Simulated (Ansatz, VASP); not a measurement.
# One calculation of Se, two programs

```
Se
1.0
     2.01899    1.16567    1.60702
    -2.01899    1.16567    1.60702
     0.00000   -2.33133    1.60702
Se
1
Direct
  0.00000 0.00000 0.00000
```

This isn't the form of Se at room conditions, which is trigonal, of chains.

Alike in both runs: functional PBE; k mesh 10 × 10 × 10; occupations gaussian, width 0.05 eV; no spin polarisation.

Ansatz relaxed the structure, and its values are those at the end. VASP's run is a single point on that final structure, the one shown.

```csv
,VASP,Ansatz
version,VASP 6.6.1,Ansatz 0.2.0
potentials or method,"VASP PAW PBE potentials, release 64 (Se)","scalar-relativistic, plane waves, PAW"
plane-wave cutoff (eV),520,420
valence electrons in the cell,6,16
```

|  | VASP | Ansatz | Ansatz less VASP |
| --- | --- | --- | --- |
| gap on the k mesh at the Fermi level (eV) | none | none | - |
| pressure (GPa) | 0.1 | 0.1 | -0.03 |

A gap of «none» marks a metal or a gap that the smearing closes. The functional is the same, so the differences come from potentials, cutoffs and numerics. The two sets of potentials don't hold the same shells in valence.
